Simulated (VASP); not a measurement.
# CoO (P-6m2) in VASP: notebook

Aim: see how the results for CoO move with the level of theory and the settings. Levels: AM05, PW91. Tasks: relaxation of cell and atoms.

All numbers are computed with VASP 6.6.1; they aren't measurements. Logs are shortened: lines on timing, memory, paths and dates and some standing lists are left out, and cuts for length are marked.

## Step 1: Starting point

Symmetry: P-6m2, No. 187, hexagonal system. The conventional cell has a = 2.828 Å, b = 2.828 Å, c = 2.722 Å, α = 90.00°, β = 90.00°, γ = 120.00°. Co (site symmetry -6m2) is surrounded by 6 O at 2.13 Å. O (site symmetry -6m2) has 6 Co at 2.13 Å as nearest neighbours.

The cell was built by a generator and needn't be a form met in nature.

## Step 2: Relaxation of cell and atoms, AM05, collinear spin, ferromagnetic start

The input, INCAR:

```
PREC = Accurate
ENCUT = 600
EDIFF = 1E-6
ISMEAR = -1
SIGMA = 0.05
LREAL = F
LASPH = T
NELM = 150
ALGO = Normal
ISIF = 3
LWAVE = F
LCHARG = F
ISPIN = 2
MAGMOM = 2 0
LORBIT = 11
LMAXMIX = 4
GGA = AM
IBRION = 2
NSW = 60
EDIFFG = -0.02
```

The input, KPOINTS:

```
regular mesh
0
Gamma
  8 8 7
```

The input, POSCAR:

```
CoO
1.0
    2.8284500000      0.0000000000      0.0000000000
   -1.4142300000      2.4495100000      0.0000000000
    0.0000000000      0.0000000000      2.7217200000
Co O
1 1
Direct
    0.0000000000      0.0000000000      0.5000000000
    0.6666700000      0.3333300000      0.0000000000
```

Potentials or basis: VASP PAW PBE potentials, release 64 (Co, O).

The run is started by

```bash
cat potpaw_PBE.64/Co/POTCAR potpaw_PBE.64/O/POTCAR > POTCAR
mpirun -np 1 vasp_std > vasp.out
```

OUTCAR:

```text
PREC = Accurate
   ENCUT = 600
   EDIFF = 1E-6
   ISMEAR = -1
   LREAL = F
   LASPH = T
   NELM = 150
   ISIF = 3
   ISPIN = 2
   LORBIT = 11
   GGA = AM
   IBRION = 2
   NSW = 60
   EDIFFG = -0.02

 ion  position               nearest neighbor table
   1  0.000  0.000  0.500-   2 2.13   2 2.13   2 2.13   2 2.13   2 2.13   2 2.13
   2  0.667  0.333  0.000-   1 2.13   1 2.13   1 2.13   1 2.13   1 2.13   1 2.13

  LATTYP: Found a hexagonal cell.
 ALAT       =     2.8284500000
 C/A-ratio  =     0.9622655518

  Lattice vectors:

 A1 = (   2.8284500000,   0.0000000000,   0.0000000000)
 A2 = (  -1.4142300000,   2.4495100000,   0.0000000000)
 A3 = (   0.0000000000,   0.0000000000,   2.7217200000)

Analysis of symmetry for initial positions (statically):
=====================================================================
 Subroutine PRICEL returns:
 Original cell was already a primitive cell.

 Routine SETGRP: Setting up the symmetry group for a
 hexagonal supercell.

 Subroutine GETGRP returns: Found  4 space group operations
 (whereof  4 operations were pure point group operations)
 out of a pool of 24 trial point group operations.

The static configuration has the point symmetry C_2v.

Analysis of symmetry for dynamics (positions and initial velocities):
=====================================================================
 Subroutine PRICEL returns:
 Original cell was already a primitive cell.

 Routine SETGRP: Setting up the symmetry group for a
 hexagonal supercell.

 Subroutine GETGRP returns: Found  4 space group operations
 (whereof  4 operations were pure point group operations)
 out of a pool of 24 trial point group operations.

The dynamic configuration has the point symmetry C_2v.

Analysis of structural, dynamic, and magnetic symmetry:
=====================================================================
 Subroutine PRICEL returns:
 Original cell was already a primitive cell.

 Routine SETGRP: Setting up the symmetry group for a
 hexagonal supercell.

 Subroutine GETGRP returns: Found  4 space group operations
 (whereof  4 operations were pure point group operations)
 out of a pool of 24 trial point group operations.

The overall configuration has the point symmetry C_2v.

 Subroutine INISYM returns: Found  4 space group operations
 (whereof  4 operations are pure point group operations),
 and found     1 'primitive' translations

----------------------------------------------------------------------------------------

                                     Primitive cell

  volume of cell :      18.8569

  direct lattice vectors                    reciprocal lattice vectors
     2.828450000  0.000000000  0.000000000     0.353550531  0.204123179  0.000000000
    -1.414230000  2.449510000  0.000000000     0.000000000  0.408244914  0.000000000
     0.000000000  0.000000000  2.721720000     0.000000000  0.000000000  0.367414723

  length of vectors
     2.828450000  2.828452887  2.721720000     0.408245331  0.408244914  0.367414723

  position of ions in fractional coordinates (direct lattice)
     0.000000000  0.000000000  0.500000000
     0.666670000  0.333330000  0.000000000

  ion indices of the primitive-cell ions
   primitive index   ion index
                 1           1
                 2           2

----------------------------------------------------------------------------------------

 KPOINTS: regular mesh

Automatic generation of k-mesh.
 Grid dimensions read from file:
 generate k-points for:    8    8    7

 Generating k-lattice:

  Cartesian coordinates                     Fractional coordinates (reciprocal lattice)
     0.044193816  0.025515397  0.000000000     0.125000000  0.000000000  0.000000000
     0.000000000  0.051030614  0.000000000     0.000000000  0.125000000  0.000000000
     0.000000000  0.000000000  0.052487818     0.000000000  0.000000000  0.142857143

  Length of vectors
     0.051030666  0.051030614  0.052487818

  Shift w.r.t. Gamma in fractional coordinates (k-lattice)
     0.000000000  0.000000000  0.000000000

 Subroutine IBZKPT returns following result:
 ===========================================

 Found     84 irreducible k-points:

 Following reciprocal coordinates:
            Coordinates               Weight
  0.000000  0.000000  0.000000      1.000000
  0.125000  0.000000  0.000000      4.000000
 -0.125000  0.125000  0.000000      2.000000
  0.250000  0.000000  0.000000      4.000000
 -0.250000  0.250000  0.000000      2.000000
  0.375000  0.000000  0.000000      4.000000
[... 16 lines left out ...]
  0.125000  0.000000  0.142857      8.000000
 -0.125000  0.125000  0.142857      4.000000
 [... further k-points ...]
   k-points           NKPTS =     84   k-points in BZ     NKDIM =     84   number of bands    NBANDS=     12
   number of dos      NEDOS =    301   number of ions     NIONS =      2
   total plane-waves  NPLWV =  13824
   dimension x,y,z NGX =    24 NGY =   24 NGZ =   24
   dimension x,y,z NGXF=    48 NGYF=   48 NGZF=   48
   ions per type =               1   1
   NGX,Y,Z   is equivalent  to a cutoff of  14.11, 14.11, 14.66 a.u.
   NGXF,Y,Z  is equivalent  to a cutoff of  28.21, 28.21, 29.32 a.u.
 SYSTEM =  unknown system
   PREC   = accura    normal or accurate (medium, high low for compatibility)
   ISTART =      0    job   : 0-new  1-cont  2-samecut
   ICHARG =      2    charge: 1-file 2-atom 10-const
   ISPIN  =      2    spin polarized calculation?
   LNONCOLLINEAR =      F non collinear calculations
   LSORBIT =      F    spin-orbit coupling
   LASPH  =      T    aspherical Exc in radial PAW
   ENCUT  =  600.0 eV  44.10 Ry    6.64 a.u.   5.65  5.65  5.44*2*pi/ulx,y,z
   NELM   =    150;   NELMIN=  2; NELMDL= -5     # of ELM steps
   EDIFF  = 0.1E-05   stopping-criterion for ELM
   LREAL  =      F    real-space projection
   EDIFFG = -.2E-01   stopping-criterion for IOM
   NSW    =     60    number of steps for IOM
   IBRION =      2    ionic relax: 0-MD 1-quasi-New 2-CG
   NFREE  =      1    steps in history (QN), initial steepest desc. (CG)
   ISIF   =      3    stress and relaxation
   ISYM   =      2    0-nonsym 1-usesym 2-fastsym
   POTIM  = 0.5000    time-step for ionic-motion
   TEBEG  =    0.0;   TEEND  =   0.0 temperature during run
   PSTRESS=    0.0 pullay stress
   NELECT =      15.0000    total number of electrons
   NUPDOWN=      -1.0000    fix difference up-down
   EMIN   =  10.00;   EMAX   =-10.00  energy-range for DOS
   EFERMI =   0.00;   METHOD = LEGACY
   ISMEAR =    -1;   SIGMA  =   0.05  broadening in eV -4-tet -1-fermi 0-gaus
   EFERMI_NEDOS =   21; number of points for ismear=-14 and -15
   IALGO  =     38    algorithm
   IMIX   =      4    mixing-type and parameters
     AMIX     =   0.40;   BMIX     =  1.00
     AMIX_MAG =   1.60;   BMIX_MAG =  1.00
  volume/ion in A,a.u.               =       9.43        63.63
  Fermi-wavevector in a.u.,A,eV,Ry     =   1.516869  2.866468 31.305547  2.300893
  Thomas-Fermi vector in A             =   2.626201
   LORBIT       =     11    0 simple, 1 ext, 2 COOP (PROOUT), +10 PAW based schemes
   GGA     = AM    functional components
   LHFCALC =     F    Hartree Fock is set to
   AEXX    =    0.0000 exact exchange contribution
   IVDW    =     0    specifies the selected vdW correction
   LEPSILON=     F    determine dielectric tensor
   LRPA    =     F    only Hartree local field effects (RPA)
 conjugate gradient relaxation of ions
 spin polarized calculation
  energy-cutoff  :      600.00
  volume of cell :       18.86
 maximum number of plane-waves:       647
   NGX = 11   NGY = 11   NGZ = 11

--------------------------------------- Ionic step        1  -------------------------------------------

 number of electron      15.0000002 magnetization       2.9999348

 Free energy of the ion-electron system (eV)
  ---------------------------------------------------
  ext. energy  EPLUGINS =         0.00000000
  ---------------------------------------------------
  free energy    TOTEN  =       -13.43220364 eV

  energy without entropy =      -13.40763311  energy(sigma->0) =      -13.41991837

------------------------ aborting loop because EDIFF is reached ----------------------------------------

  FORCE on cell =-STRESS in cart. coord.  units (eV):
  Direction    XX          YY          ZZ          XY          YZ          ZX
  --------------------------------------------------------------------------------------
  -------------------------------------------------------------------------------------
  Total       -1.1935144     -1.1935148     -1.3778234      0.0000025      0.0000000      0.0000000
  in kB     -101.4067972   -101.4068315   -117.0665877      0.0002093      0.0000000      0.0000000
  external PRESSURE =    -106.6267388 kB  Pullay stress =       0.0000000 kB
[... 165 lines left out ...]
  energy  without entropy=      -13.4451070473  energy(sigma->0) =      -13.45617562

--------------------------------------- Ionic step        6  -------------------------------------------

 number of electron      14.9999998 magnetization       2.9993045

 Free energy of the ion-electron system (eV)
  ---------------------------------------------------
  ext. energy  EPLUGINS =         0.00000000
  ---------------------------------------------------
  free energy    TOTEN  =       -13.46741552 eV

  energy without entropy =      -13.44527484  energy(sigma->0) =      -13.45634518

 E-fermi :   8.9670     XC(G=0): -13.1162

 val. band max:        8.9644047530   @ k =   0.5000   0.3750   0.2857
 cond. band min:       8.9683978332   @ k =   0.3750   0.1250   0.0000
 fundamental gap:      0.0039930802
 Fermi energy:         8.9670272483

 spin component 1

 k-point     1 :       0.0000    0.0000    0.0000
  band No.  band energies     occupation
      1     -12.0806      1.00000
      2       3.6417      1.00000
      3       3.6417      1.00000
      4       4.1747      1.00000
      5       4.8626      1.00000
      6       6.1431      1.00000
      7       6.1431      1.00000
      8       7.9045      1.00000
      9       7.9045      1.00000
     10       9.8949      0.00000
     11      23.5709      0.00000
     12      25.5517      0.00000
[... 331 lines left out ...]
 k-point    24 :      -0.1250    0.1250    0.1429
  band No.  band energies     occupation
      1     -11.7183      1.00000
      2       2.9307      1.00000
      3       3.2118      1.00000
      4       3.8009      1.00000
      5       5.0216      1.00000
      6       5.9218      1.00000
      7       6.3947      1.00000
      8       7.5369      1.00000
      9       7.8703      1.00000
     10      11.7188      0.00000
     11      22.8269      0.00000
     12      23.8899      0.00000

 [... further k-points ...]

 spin component 2

 k-point     1 :       0.0000    0.0000    0.0000
  band No.  band energies     occupation
      1     -11.3626      1.00000
      2       5.0083      1.00000
      3       5.0083      1.00000
      4       5.6649      1.00000
      5       6.1638      1.00000
      6       9.0061      0.31414
      7       9.0061      0.31410
      8       9.8330      0.00000
      9       9.8331      0.00000
     10      10.5580      0.00000
     11      24.1040      0.00000
     12      26.0645      0.00000
[... 374 lines left out ...]
  FREE ENERGIE OF THE ION-ELECTRON SYSTEM (eV)
  ---------------------------------------------------
  free  energy   TOTEN  =       -13.4674155214 eV

  energy  without entropy=      -13.4452748424  energy(sigma->0) =      -13.45634518

 reached required accuracy - stopping structural energy minimisation

 total charge

# of ion       s       p       d       tot
------------------------------------------
    1        0.329   0.443   7.196   7.968
    2        1.555   3.409   0.000   4.965
--------------------------------------------------
tot          1.884   3.852   7.196  12.932

 magnetization (x)

# of ion       s       p       d       tot
------------------------------------------
    1        0.003   0.005   2.504   2.511
    2        0.029   0.409   0.000   0.438
--------------------------------------------------
tot          0.032   0.414   2.504   2.950
```

It took 1.8 min on 1 thread of Intel Xeon Platinum 8488C (Sapphire Rapids), shared host; peak memory 0.19 GiB.

What came out:

* Free energy: -13.4674 eV
* Relaxed volume: 8.91 Å³/atom
* Relaxed cell: a = 2.768 Å, b = 2.768 Å, c = 2.684 Å, α = 90.00°, β = 90.00°, γ = 120.00°
* Space group after relaxing (to 0.05 Å): P-6m2 (No. 187)
* Energy gained by relaxing: 17.6 meV/atom
* Ionic steps: 6
* Pressure after relaxing: 0.3 GPa
* Band gap on the k mesh: none (metal or under the smearing width)
* Net moment: 3.00 μB per cell
* Site moments: Co +2.51; O +0.44 μB
* Valence electrons inside the program's atomic spheres: Co 7.97; O 4.96

The path:
| step | energy change (eV) | largest force (eV/Å) | pressure (GPa) | volume (Å³) |
| --- | --- | --- | --- | --- |
| 1 | 0.0000 | 0.0000 | -10.66 | 18.86 |
| 2 | -0.0149 | 0.0001 | 9.40 | 17.20 |
| 3 | -0.0345 | 0.0001 | -0.39 | 17.88 |
| 4 | -0.0344 | 0.0001 | 0.13 | 17.86 |
| 5 | -0.0350 | 0.0000 | 0.24 | 17.83 |
| 6 | -0.0352 | 0.0000 | 0.31 | 17.81 |

Final structure:
```
Co O
1.0
     2.76809    0.00000    0.00000
    -1.38405    2.39723    0.00000
     0.00000    0.00000    2.68433
Co O
1 1
Direct
  0.00000 0.00000 0.50000
  0.66667 0.33333 0.00000
```

Caveat: the PAW data sets were made with another functional, which shifts forces and pressure a little; a cell with one magnetic atom can't hold antiferromagnetic order, which such compounds often take; semilocal functionals often make such compounds metallic where correlation or magnetic order opens a gap, which also shifts bond lengths. With open d or f shells a metallic result of AM05 can be an artefact of self-interaction; +U or a hybrid may open a gap.

## Step 3: Relaxation of cell and atoms, PW91, collinear spin, ferromagnetic start

Changes to INCAR since step 2:

```diff
@@ -16,3 +16,3 @@
 LMAXMIX = 4
-GGA = AM
+GGA = 91
 IBRION = 2
```

KPOINTS is that of step 2.

POSCAR is that of step 2.

Potentials or basis: VASP PAW PBE potentials, release 64 (Co, O).

The run is started by

```bash
cat potpaw_PBE.64/Co/POTCAR potpaw_PBE.64/O/POTCAR > POTCAR
mpirun -np 1 vasp_std > vasp.out
```

Wall time 81 s (1 thread of Intel Xeon Platinum 8488C (Sapphire Rapids), shared host); peak memory 0.18 GiB.

Results (log left out):

```
Free energy                                           : -12.9340 eV
Relaxed volume                                        : 9.37 Å³/atom
Relaxed cell                                          : a = 2.824 Å, b = 2.824 Å, c = 2.713 Å, α = 90.00°, β = 90.00°, γ = 120.00°
Space group after relaxing (to 0.05 Å)                : P-6m2 (No. 187)
Energy gained by relaxing                             : 0.3 meV/atom
Ionic steps                                           : 3
Pressure after relaxing                               : 0.1 GPa
Band gap on the k mesh                                : none (metal or under the smearing width)
Net moment                                            : 3.00 μB per cell
Site moments                                          : Co +2.53; O +0.42 μB
Valence electrons inside the program's atomic spheres : Co 7.87; O 4.96
```

Stress tensor (GPa, compression positive):
```
 0.19  0.00  0.00
 0.00  0.19  0.00
 0.00  0.00 -0.13
```

Step by step:
```csv
step,energy change (eV),largest force (eV/Å),pressure (GPa),volume (Å³)
1,0.0000,0.0001,-1.26,18.86
2,-0.0002,0.0000,1.04,18.66
3,-0.0005,0.0000,0.08,18.74
```

Final structure:
```
Co O
1.0
     2.82416    0.00000    0.00000
    -1.41208    2.44579    0.00000
     0.00000    0.00000    2.71326
Co O
1 1
Direct
  0.00000 0.00000 0.50000
  0.66667 0.33333 0.00000
```

Levels at points of the mesh, in eV from the Fermi level:
Spin up:
```
           k point  band 6  band 7  band 8  band 9  band 10  band 11  band 12
(0.00, 0.00, 0.00)   -2.73   -2.73   -0.96   -0.96     0.81    14.79    16.23
(0.50, 0.00, 0.00)   -2.87   -2.03   -1.98   -0.53     5.68     8.77    14.99
(0.50, 0.50, 0.00)   -2.87   -2.03   -1.98   -0.53     5.68     8.77    14.99
```
Spin down:
```
           k point  band 3  band 4  band 5  band 6  band 7  band 8  band 9  band 10
(0.00, 0.00, 0.00)   -3.71   -2.98   -2.59    0.16    0.16    0.83    0.83     1.40
(0.50, 0.00, 0.00)   -3.89   -3.35   -2.23   -0.02    0.17    0.35    1.62     6.14
(0.50, 0.50, 0.00)   -3.89   -3.35   -2.23   -0.02    0.17    0.35    1.62     6.14
```

Caveat: the PAW data sets were made with another functional, which shifts forces and pressure a little; a cell with one magnetic atom can't hold antiferromagnetic order, which such compounds often take; semilocal functionals often make such compounds metallic where correlation or magnetic order opens a gap, which also shifts bond lengths. With open d or f shells a metallic result of PW91 can be an artefact of self-interaction; +U or a hybrid may open a gap.
